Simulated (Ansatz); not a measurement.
# CaS (rocksalt): zero-pressure volume and bulk modulus with revPBE

What volume and stiffness does revPBE give for CaS (rocksalt)?

Method: DFT revPBE, scalar-relativistic, plane waves, PAW, in Ansatz 0.2.0.

### 1 The starting structure

It takes space group Fm-3m (No. 225, cubic). The conventional cell has a = 5.686 Å, b = 5.686 Å, c = 5.686 Å, α = 90.00°, β = 90.00°, γ = 90.00°. Ca (site symmetry m-3m) has 6 S at 2.84 Å in its first shell of neighbours. S (site symmetry m-3m) is surrounded by 6 Ca at 2.84 Å.

Coordinates:

```xyz
2
Lattice="0.0000 2.8430 2.8430 2.8430 0.0000 2.8430 2.8430 2.8430 0.0000" Properties=species:S:1:pos:R:3 pbc="T T T"
Ca    2.8430    2.8430    2.8430
S     0.0000    0.0000    0.0000
```

At PBE, an earlier run found 0.80 GPa for this cell of 22.979 Å³/atom (8×8×8 mesh), gap on the mesh 2.35 eV.

### 2 At the given cell

File input.yaml:

```yaml
crystal:
  lattice:
    - [0.0, 2.8430011916, 2.8430011916]
    - [2.8430011916, 0.0, 2.8430011916]
    - [2.8430011916, 2.8430011916, 0.0]
  atoms:
    - { symbol: Ca, position: [0.5, 0.5, 0.5] }
    - { symbol: S, position: [0.0, 0.0, 0.0] }
basis:
  ecutwfc: 420
  ecutrho_ratio: 4
kpoints:
  mp_grid: { grid: [8, 8, 8] }
hamiltonian:
  xc: revpbe
scf:
  occupations: { method: gaussian, width: 0.05 }
output:
  forces: true
  stress: true
  eigenvalues: true
```

Command:

```bash
> ansatz run input.yaml --threads 4 --pin off --max-ram 8192MiB --backend cpu --events-out ev --progress --plain --runs-dir out
```

The program printed:

```text
Warning: RAYON_NUM_THREADS=4 ignored (pool sized by the plan → 4); use --threads N
Engine: ansatz 0.2.0, aarch64-unknown-linux-gnu
Pseudopotentials: kind: paw
Pseudopotential: Ca, paw, valence charge 10, recommended cutoff 420 eV (normal), Ca.paw.azcp
Pseudopotential: S, paw, valence charge 6, recommended cutoff 420 eV (normal), S.paw.azcp
Functional definition: revPBE
  parameter kappa = 1.245
  parameter beta = 0.06672455060314922
  exchange = pbe_x(kappa = kappa, mu = beta*pi^2/3)
  correlation = pbe_c(beta = beta)
Crystal: 2 atoms, lattice volume = 45.958 Å³
Basis set: ecut = 420 eV, 893 PW (Γ), exchange–correlation on 54×54×54 points (8 copies of the dense FFT grid, shifted against one another)
Bands: 12, of which v1, the nominal top of the filled ones, is band 8 counted from 1 (7 counted from 0)
Symmetry: 48 space group operations
Space group: Fm-3m (ITA 225), of the structure as read, at distance tolerance 3.6e-5 Å
k-points: 29 of 512
Non-local potential: Ca, projectors of the file, l = 0: 3, l = 1: 2, l = 2: 2
Non-local potential: S, projectors of the file, l = 0: 2, l = 1: 2, l = 2: 2
PAW form: soft (Blöchl's): semilocal exchange-correlation on the pseudo side does not see the compensation charge
PAW frozen core: Ca, regenerated for the run's functional, and the local potential with it (the file was generated under x = pbe(κ = 0.804, μ = 0.2195149727645171), c = pbe(β = 0.06672455060314922))
PAW frozen core: S, regenerated for the run's functional, and the local potential with it (the file was generated under x = pbe(κ = 0.804, μ = 0.2195149727645171), c = pbe(β = 0.06672455060314922))
PAW one-centre angular grid: Ca, 110 points (default); XC on 64 Gauss nodes
PAW one-centre angular grid: S, 110 points (default); XC on 64 Gauss nodes
Initial density: superposition of atomic densities (neutral atoms: chi_scale 0, normalization atom), corrected by the library's trained network
Initial wavefunctions: pseudopotential atomic-orbital guess
Functional: x = revpbe(κ = 1.245, μ = 0.2195149727645171), c = pbe(β = 0.06672455060314922)
SCF iter   1: F=—  HF=-2728.787203 eV  |F-HF|=—  |Δ(HF+E_count)|=         —  Δρ=1.75e-3  dr2=1.47e-3  ethr=1.77e-3  ⟨swp⟩=6.9  Hψ=2434  notcnv=0
preconditioner: auto → none  [insulator: Δε(μ)=2.459 eV  Ē_g=16.413 eV  σ=0.050 eV  W_gap=1.00  n_scr=14 (ndim 8)  ℏωp=20.5 eV  f_vac=0.000  D(μ)=0.00/eV (n_scr^D=0)  ε∞_Penn≈2.6]
SCF iter   2: F=—  HF=-2728.787096 eV  |F-HF|=—  |Δ(HF+E_count)|=   1.08e-4  Δρ=1.01e-3  dr2=3.07e-4  ethr=9.18e-6  ⟨swp⟩=2.5  Hψ=758  notcnv=0
SCF iter   3: F=—  HF=-2728.787090 eV  |F-HF|=—  |Δ(HF+E_count)|=   5.18e-6  Δρ=4.63e-4  dr2=5.54e-5  ethr=1.92e-6  ⟨swp⟩=2.6  Hψ=518  notcnv=0
SCF iter   4: F=—  HF=-2728.787083 eV  |F-HF|=—  |Δ(HF+E_count)|=   7.65e-6  Δρ=1.99e-4  dr2=1.51e-5  ethr=3.46e-7  ⟨swp⟩=1.0  Hψ=348  notcnv=0
SCF iter   5: F=—  HF=-2728.787087 eV  |F-HF|=—  |Δ(HF+E_count)|=   4.41e-6  Δρ=5.03e-5  dr2=1.61e-6  ethr=9.43e-8  ⟨swp⟩=1.1  Hψ=364  notcnv=0
SCF iter   6: F=—  HF=-2728.787087 eV  |F-HF|=—  |Δ(HF+E_count)|=   5.04e-8  Δρ=1.53e-5  dr2=1.92e-7  ethr=1.01e-8  ⟨swp⟩=2.1  Hψ=439  notcnv=0
SCF iter   7: F=-2728.787087 eV  HF=-2728.787087 eV  |F-HF|=9.25e-10  |Δ(HF+E_count)|=   4.84e-8  Δρ=1.37e-6  dr2=1.47e-9  ethr=6.25e-10  ⟨swp⟩=4.2  Hψ=1114  notcnv=0
SCF 1 converged in 7 iterations: F = -2728.787087 eV  dr2 = 1.47e-9
SCF converged after 7 iterations
Free energy (F): -2728.787087 eV
Harris-Foulkes:  -2728.787087 eV  (|F-HF|=9.25e-10)
Internal energy: -2728.787087 eV  (E = F + TS)
E sigma→0 (E₀):  -2728.787087 eV
Fermi energy:    7.318219 eV
--- Per-component energies (eV) ---
  E_band       = -132.835581
  E_kinetic    = 387.025987
  E_local      = -821.055852  (includes V_loc(G=0)·N_el)
  E_nonlocal   = 90.578856
  E_hartree    = 270.266877
  E_xc         = -236.779176
  E_vxc        = -261.124106  (∫ρ·V_xc dr)
  E_paw        = -1463.625161  (= ΣΔE_a)
  E_vpaw       = -68.794679  (= ΣTr[D̂ρ^β])
  E_aug_tail   = -0.000004  (compensation charges beyond the density's cutoff)
  E_ewald      = -955.133691
  E_core_change = -0.064922  (= ΣΔE_core)
  E_smearing   = -0.000000  (= −TS)
  E_closure    = -0.000000  (closes the sum)
  Σ components = -2728.787087   (vs F -2728.787087, Δ=0.00e0)
--- Forces (eV/Å), atoms counted from 1 ---
  atom   1  Ca     0.00000000    -0.00000000     0.00000000
  atom   2  S     -0.00000000     0.00000000    -0.00000000
  max |Σ_I F_I| component: 4.32e-29 eV/Å
--- Stress (GPa, compression-positive) ---
        2.480701       0.000000       0.000000
        0.000000       2.480701      -0.000000
        0.000000      -0.000000       2.480701
  P = ⅓ Tr σ = 2.4807 GPa (24.807 kbar)
--- Band table (eV; the first three rows and the last of 29) ---
  k-point 0: bands = ["-33.1856", "-14.1191", "-14.1191", "-14.1191", "-5.2258", "6.0957", "6.0957", "6.0957", "10.3389", "10.3389", "10.3389", "10.4249"]
  k-point 1: bands = ["-33.1839", "-14.1441", "-14.1210", "-14.1210", "-5.1186", "5.4497", "5.8730", "5.8730", "10.3479", "10.5661", "10.5661", "11.1708"]
  k-point 2: bands = ["-33.1799", "-14.2034", "-14.1255", "-14.1255", "-4.8464", "4.2974", "5.4333", "5.4333", "10.4773", "11.1435", "11.1435", "12.3208"]
  k-point 28: bands = ["-33.1707", "-14.2038", "-14.2038", "-14.1773", "-4.4880", "4.3289", "4.3289", "4.5605", "11.0009", "11.0009", "12.1701", "12.5793"]
```

It took 0.68 s on 4 threads of Arm Neoverse N1, shared host; peak memory 0.29 GiB.

In short: volume 22.979 Å³/atom, pressure 2.48 GPa, mesh gap 2.45 eV.

### 3 Stepping to 23.359 Å³/atom

input.yaml, as its differences from that of step 2:

```diff
@@ -2,5 +2,5 @@
   lattice:
-    - [0.0, 2.8430011916, 2.8430011916]
-    - [2.8430011916, 0.0, 2.8430011916]
-    - [2.8430011916, 2.8430011916, 0.0]
+    - [0.0, 2.8585881052, 2.8585881052]
+    - [2.8585881052, 0.0, 2.8585881052]
+    - [2.8585881052, 2.8585881052, 0.0]
   atoms:
```

Command:

```bash
> ansatz run input.yaml --threads 4 --pin off --max-ram 8192MiB --backend cpu --events-out ev --progress --plain --runs-dir out
```

The program printed:

```text
Warning: RAYON_NUM_THREADS=4 ignored (pool sized by the plan → 4); use --threads N
[... 9 set-up lines as earlier in the session ...]
Crystal: 2 atoms, lattice volume = 46.718 Å³
Basis set: ecut = 420 eV, 941 PW (Γ), exchange–correlation on 60×60×60 points (8 copies of the dense FFT grid, shifted against one another)
Bands: 12, of which v1, the nominal top of the filled ones, is band 8 counted from 1 (7 counted from 0)
[... 2 set-up lines as earlier in the session ...]
k-points: 29 of 512
[... 10 set-up lines as earlier in the session ...]
SCF iter   1: F=—  HF=-2728.796633 eV  |F-HF|=—  |Δ(HF+E_count)|=         —  Δρ=1.75e-3  dr2=1.56e-3  ethr=1.77e-3  ⟨swp⟩=6.7  Hψ=2426  notcnv=0
preconditioner: auto → none  [insulator: Δε(μ)=2.496 eV  Ē_g=9.280 eV  σ=0.050 eV  W_gap=1.00  n_scr=14 (ndim 8)  ℏωp=15.4 eV  f_vac=0.000  D(μ)=0.00/eV (n_scr^D=0)  ε∞_Penn≈3.7]
SCF iter   2: F=—  HF=-2728.796442 eV  |F-HF|=—  |Δ(HF+E_count)|=   1.91e-4  Δρ=1.04e-3  dr2=3.48e-4  ethr=9.73e-6  ⟨swp⟩=2.4  Hψ=749  notcnv=0
SCF iter   3: F=—  HF=-2728.796419 eV  |F-HF|=—  |Δ(HF+E_count)|=   2.36e-5  Δρ=4.86e-4  dr2=5.88e-5  ethr=2.18e-6  ⟨swp⟩=2.4  Hψ=491  notcnv=0
SCF iter   4: F=—  HF=-2728.796458 eV  |F-HF|=—  |Δ(HF+E_count)|=   3.95e-5  Δρ=1.75e-4  dr2=1.29e-5  ethr=3.68e-7  ⟨swp⟩=1.0  Hψ=348  notcnv=0
SCF iter   5: F=—  HF=-2728.796461 eV  |F-HF|=—  |Δ(HF+E_count)|=   3.01e-6  Δρ=4.08e-5  dr2=1.27e-6  ethr=8.06e-8  ⟨swp⟩=1.9  Hψ=447  notcnv=0
SCF iter   6: F=-2728.796461 eV  HF=-2728.796461 eV  |F-HF|=5.16e-8  |Δ(HF+E_count)|=   1.47e-7  Δρ=9.79e-6  dr2=7.44e-8  ethr=6.25e-10  ⟨swp⟩=3.2  Hψ=1362  notcnv=0
SCF 1 converged in 6 iterations: F = -2728.796461 eV  dr2 = 7.44e-8
SCF converged after 6 iterations
Free energy (F): -2728.796461 eV
Harris-Foulkes:  -2728.796461 eV  (|F-HF|=5.16e-8)
Internal energy: -2728.796461 eV  (E = F + TS)
E sigma→0 (E₀):  -2728.796461 eV
Fermi energy:    7.168383 eV
--- Per-component energies (eV) ---
  E_band       = -135.722594
  E_kinetic    = 386.533781
  E_local      = -828.189421  (includes V_loc(G=0)·N_el)
  E_nonlocal   = 90.523804
  E_hartree    = 272.531406
  E_xc         = -236.607869
  E_vxc        = -260.885173  (∫ρ·V_xc dr)
  E_paw        = -1463.597565  (= ΣΔE_a)
  E_vpaw       = -68.769159  (= ΣTr[D̂ρ^β])
  E_aug_tail   = -0.000004  (compensation charges beyond the density's cutoff)
  E_ewald      = -949.925671
  E_core_change = -0.064922  (= ΣΔE_core)
  E_smearing   = -0.000000  (= −TS)
  E_closure    = 0.000000  (closes the sum)
  Σ components = -2728.796461   (vs F -2728.796461, Δ=0.00e0)
--- Forces (eV/Å), atoms counted from 1 ---
  atom   1  Ca     0.00000000     0.00000000     0.00000000
  atom   2  S     -0.00000000    -0.00000000    -0.00000000
  max |Σ_I F_I| component: 3.46e-29 eV/Å
--- Stress (GPa, compression-positive) ---
        1.485733       0.000000      -0.000000
        0.000000       1.485733       0.000000
        0.000000      -0.000000       1.485733
  P = ⅓ Tr σ = 1.4857 GPa (14.857 kbar)
--- Band table (eV; the first three rows and the last of 29) ---
  k-point 0: bands = ["-33.4127", "-14.3439", "-14.3439", "-14.3439", "-5.3405", "5.9274", "5.9274", "5.9274", "10.1554", "10.1726", "10.1726", "10.1726"]
  k-point 1: bands = ["-33.4112", "-14.3671", "-14.3457", "-14.3457", "-5.2376", "5.2916", "5.7123", "5.7123", "10.1677", "10.3946", "10.3946", "10.9066"]
  k-point 2: bands = ["-33.4075", "-14.4219", "-14.3500", "-14.3500", "-4.9767", "4.1599", "5.2854", "5.2854", "10.2943", "10.9589", "10.9589", "12.1018"]
  k-point 28: bands = ["-33.3991", "-14.4229", "-14.4229", "-14.3979", "-4.6274", "4.1913", "4.1913", "4.4253", "10.8146", "10.8146", "11.9514", "12.3400"]
```

Run time: 0.71 s. Hardware: 4 threads of Arm Neoverse N1, shared host; peak memory 0.29 GiB.

In short: volume 23.359 Å³/atom, pressure 1.49 GPa, gap on the mesh 2.48 eV.

### 4 Stepping to 23.998 Å³/atom

input.yaml, as its differences from that of step 3:

```diff
@@ -2,5 +2,5 @@
   lattice:
-    - [0.0, 2.8585881052, 2.8585881052]
-    - [2.8585881052, 0.0, 2.8585881052]
-    - [2.8585881052, 2.8585881052, 0.0]
+    - [0.0, 2.8844268999, 2.8844268999]
+    - [2.8844268999, 0.0, 2.8844268999]
+    - [2.8844268999, 2.8844268999, 0.0]
   atoms:
```

Command:

```bash
> ansatz run input.yaml --threads 4 --pin off --max-ram 8192MiB --backend cpu --events-out ev --progress --plain --runs-dir out
```

The program printed:

```text
Warning: RAYON_NUM_THREADS=4 ignored (pool sized by the plan → 4); use --threads N
[... 9 set-up lines as earlier in the session ...]
Crystal: 2 atoms, lattice volume = 47.996 Å³
Basis set: ecut = 420 eV, 941 PW (Γ), exchange–correlation on 60×60×60 points (8 copies of the dense FFT grid, shifted against one another)
Bands: 12, of which v1, the nominal top of the filled ones, is band 8 counted from 1 (7 counted from 0)
[... 2 set-up lines as earlier in the session ...]
k-points: 29 of 512
[... 10 set-up lines as earlier in the session ...]
SCF iter   1: F=—  HF=-2728.802327 eV  |F-HF|=—  |Δ(HF+E_count)|=         —  Δρ=1.75e-3  dr2=1.68e-3  ethr=1.77e-3  ⟨swp⟩=6.8  Hψ=2452  notcnv=0
preconditioner: auto → none  [insulator: Δε(μ)=2.553 eV  Ē_g=9.166 eV  σ=0.050 eV  W_gap=1.00  n_scr=14 (ndim 8)  ℏωp=15.2 eV  f_vac=0.000  D(μ)=0.00/eV (n_scr^D=0)  ε∞_Penn≈3.7]
SCF iter   2: F=—  HF=-2728.802207 eV  |F-HF|=—  |Δ(HF+E_count)|=   1.20e-4  Δρ=1.09e-3  dr2=4.27e-4  ethr=1.05e-5  ⟨swp⟩=2.4  Hψ=740  notcnv=0
SCF iter   3: F=—  HF=-2728.802149 eV  |F-HF|=—  |Δ(HF+E_count)|=   5.79e-5  Δρ=5.18e-4  dr2=6.56e-5  ethr=2.67e-6  ⟨swp⟩=2.0  Hψ=437  notcnv=0
SCF iter   4: F=—  HF=-2728.802194 eV  |F-HF|=—  |Δ(HF+E_count)|=   4.48e-5  Δρ=1.25e-4  dr2=1.12e-5  ethr=4.10e-7  ⟨swp⟩=2.0  Hψ=480  notcnv=0
SCF iter   5: F=—  HF=-2728.802193 eV  |F-HF|=—  |Δ(HF+E_count)|=   1.06e-6  Δρ=2.11e-5  dr2=3.95e-7  ethr=7.03e-8  ⟨swp⟩=2.0  Hψ=435  notcnv=0
SCF iter   6: F=-2728.802193 eV  HF=-2728.802193 eV  |F-HF|=2.28e-8  |Δ(HF+E_count)|=   6.36e-8  Δρ=5.79e-6  dr2=2.84e-8  ethr=6.25e-10  ⟨swp⟩=4.9  Hψ=1431  notcnv=0
SCF 1 converged in 6 iterations: F = -2728.802193 eV  dr2 = 2.84e-8
SCF converged after 6 iterations
Free energy (F): -2728.802193 eV
Harris-Foulkes:  -2728.802193 eV  (|F-HF|=2.28e-8)
Internal energy: -2728.802193 eV  (E = F + TS)
E sigma→0 (E₀):  -2728.802193 eV
Fermi energy:    6.926618 eV
--- Per-component energies (eV) ---
  E_band       = -140.392809
  E_kinetic    = 385.747619
  E_local      = -839.890595  (includes V_loc(G=0)·N_el)
  E_nonlocal   = 90.437415
  E_hartree    = 276.269585
  E_xc         = -236.330995
  E_vxc        = -260.499223  (∫ρ·V_xc dr)
  E_paw        = -1463.554091  (= ΣΔE_a)
  E_vpaw       = -68.729008  (= ΣTr[D̂ρ^β])
  E_aug_tail   = -0.000005  (compensation charges beyond the density's cutoff)
  E_ewald      = -941.416204
  E_core_change = -0.064922  (= ΣΔE_core)
  E_smearing   = -0.000000  (= −TS)
  E_closure    = 0.000000  (closes the sum)
  Σ components = -2728.802193   (vs F -2728.802193, Δ=0.00e0)
--- Forces (eV/Å), atoms counted from 1 ---
  atom   1  Ca     0.00000000    -0.00000000     0.00000000
  atom   2  S     -0.00000000     0.00000000    -0.00000000
  max |Σ_I F_I| component: 5.12e-29 eV/Å
--- Stress (GPa, compression-positive) ---
       -0.015896      -0.000000      -0.000000
        0.000000      -0.015896      -0.000000
        0.000000      -0.000000      -0.015896
  P = ⅓ Tr σ = -0.0159 GPa (-0.159 kbar)
--- Band table (eV; the first three rows and the last of 29) ---
  k-point 0: bands = ["-33.7820", "-14.7094", "-14.7094", "-14.7094", "-5.5245", "5.6576", "5.6576", "5.6576", "9.7226", "9.9019", "9.9019", "9.9019"]
  k-point 1: bands = ["-33.7807", "-14.7297", "-14.7110", "-14.7110", "-5.4285", "5.0380", "5.4543", "5.4543", "9.8691", "10.1156", "10.1156", "10.4882"]
  k-point 2: bands = ["-33.7775", "-14.7779", "-14.7149", "-14.7149", "-5.1851", "3.9394", "5.0478", "5.0478", "9.9965", "10.6586", "10.6586", "11.7470"]
  k-point 28: bands = ["-33.7702", "-14.7796", "-14.7796", "-14.7571", "-4.8511", "3.9714", "3.9714", "4.2082", "10.5122", "10.5122", "11.5970", "11.9524"]
```

Wall time 0.7 s (4 threads of Arm Neoverse N1, shared host); peak memory 0.29 GiB.

In short: volume 23.998 Å³/atom, pressure -0.02 GPa, mesh gap 2.54 eV.

### 5 Volume × 0.98 of the new zero

input.yaml, as its differences from that of step 4:

```diff
@@ -2,5 +2,5 @@
   lattice:
-    - [0.0, 2.8844268999, 2.8844268999]
-    - [2.8844268999, 0.0, 2.8844268999]
-    - [2.8844268999, 2.8844268999, 0.0]
+    - [0.0, 2.8650677468, 2.8650677468]
+    - [2.8650677468, 0.0, 2.8650677468]
+    - [2.8650677468, 2.8650677468, 0.0]
   atoms:
```

Command:

```bash
> ansatz run input.yaml --threads 4 --pin off --max-ram 8192MiB --backend cpu --events-out ev --progress --plain --runs-dir out
```

The program printed:

```text
Warning: RAYON_NUM_THREADS=4 ignored (pool sized by the plan → 4); use --threads N
[... 9 set-up lines as earlier in the session ...]
Crystal: 2 atoms, lattice volume = 47.036 Å³
Basis set: ecut = 420 eV, 941 PW (Γ), exchange–correlation on 60×60×60 points (8 copies of the dense FFT grid, shifted against one another)
Bands: 12, of which v1, the nominal top of the filled ones, is band 8 counted from 1 (7 counted from 0)
[... 2 set-up lines as earlier in the session ...]
k-points: 29 of 512
[... 10 set-up lines as earlier in the session ...]
SCF iter   1: F=—  HF=-2728.799153 eV  |F-HF|=—  |Δ(HF+E_count)|=         —  Δρ=1.76e-3  dr2=1.60e-3  ethr=1.77e-3  ⟨swp⟩=6.9  Hψ=2446  notcnv=0
preconditioner: auto → none  [insulator: Δε(μ)=2.511 eV  Ē_g=9.251 eV  σ=0.050 eV  W_gap=1.00  n_scr=14 (ndim 8)  ℏωp=15.3 eV  f_vac=0.000  D(μ)=0.00/eV (n_scr^D=0)  ε∞_Penn≈3.7]
SCF iter   2: F=—  HF=-2728.799012 eV  |F-HF|=—  |Δ(HF+E_count)|=   1.41e-4  Δρ=1.05e-3  dr2=3.67e-4  ethr=1.00e-5  ⟨swp⟩=2.3  Hψ=744  notcnv=0
SCF iter   3: F=—  HF=-2728.798980 eV  |F-HF|=—  |Δ(HF+E_count)|=   3.21e-5  Δρ=4.95e-4  dr2=6.01e-5  ethr=2.29e-6  ⟨swp⟩=2.2  Hψ=462  notcnv=0
SCF iter   4: F=—  HF=-2728.799023 eV  |F-HF|=—  |Δ(HF+E_count)|=   4.30e-5  Δρ=1.53e-4  dr2=1.13e-5  ethr=3.76e-7  ⟨swp⟩=1.0  Hψ=348  notcnv=0
SCF iter   5: F=—  HF=-2728.799025 eV  |F-HF|=—  |Δ(HF+E_count)|=   1.69e-6  Δρ=3.31e-5  dr2=9.17e-7  ethr=7.09e-8  ⟨swp⟩=2.0  Hψ=414  notcnv=0
SCF iter   6: F=-2728.799025 eV  HF=-2728.799025 eV  |F-HF|=1.76e-8  |Δ(HF+E_count)|=   1.62e-7  Δρ=6.15e-6  dr2=2.72e-8  ethr=6.25e-10  ⟨swp⟩=3.1  Hψ=1375  notcnv=0
SCF 1 converged in 6 iterations: F = -2728.799025 eV  dr2 = 2.72e-8
SCF converged after 6 iterations
Free energy (F): -2728.799025 eV
Harris-Foulkes:  -2728.799025 eV  (|F-HF|=1.76e-8)
Internal energy: -2728.799025 eV  (E = F + TS)
E sigma→0 (E₀):  -2728.799025 eV
Fermi energy:    7.107019 eV
--- Per-component energies (eV) ---
  E_band       = -136.907821
  E_kinetic    = 386.332718
  E_local      = -831.138400  (includes V_loc(G=0)·N_el)
  E_nonlocal   = 90.501659
  E_hartree    = 273.471086
  E_xc         = -236.537293
  E_vxc        = -260.786825  (∫ρ·V_xc dr)
  E_paw        = -1463.586551  (= ΣΔE_a)
  E_vpaw       = -68.758990  (= ΣTr[D̂ρ^β])
  E_aug_tail   = -0.000004  (compensation charges beyond the density's cutoff)
  E_ewald      = -947.777317
  E_core_change = -0.064922  (= ΣΔE_core)
  E_smearing   = -0.000000  (= −TS)
  E_closure    = 0.000000  (closes the sum)
  Σ components = -2728.799025   (vs F -2728.799025, Δ=0.00e0)
--- Forces (eV/Å), atoms counted from 1 ---
  atom   1  Ca     0.00000000    -0.00000000    -0.00000000
  atom   2  S     -0.00000000    -0.00000000     0.00000000
  max |Σ_I F_I| component: 2.01e-29 eV/Å
--- Stress (GPa, compression-positive) ---
        1.092234      -0.000000      -0.000000
       -0.000000       1.092234      -0.000000
       -0.000000      -0.000000       1.092234
  P = ⅓ Tr σ = 1.0922 GPa (10.922 kbar)
--- Band table (eV; the first three rows and the last of 29) ---
  k-point 0: bands = ["-33.5064", "-14.4366", "-14.4366", "-14.4366", "-5.3872", "5.8587", "5.8587", "5.8587", "10.0452", "10.1041", "10.1041", "10.1041"]
  k-point 1: bands = ["-33.5049", "-14.4589", "-14.4383", "-14.4383", "-5.2861", "5.2271", "5.6467", "5.6467", "10.0929", "10.3240", "10.3240", "10.7994"]
  k-point 2: bands = ["-33.5014", "-14.5121", "-14.4425", "-14.4425", "-5.0297", "4.1038", "5.2251", "5.2251", "10.2190", "10.8829", "10.8829", "12.0119"]
  k-point 28: bands = ["-33.4932", "-14.5132", "-14.5132", "-14.4889", "-4.6843", "4.1353", "4.1353", "4.3701", "10.7380", "10.7380", "11.8615", "12.2416"]
```

It took 0.68 s on 4 threads of Arm Neoverse N1, shared host; peak memory 0.29 GiB.

In short: volume 23.518 Å³/atom, pressure 1.09 GPa, mesh gap 2.50 eV.

[end of part 1 of 2]
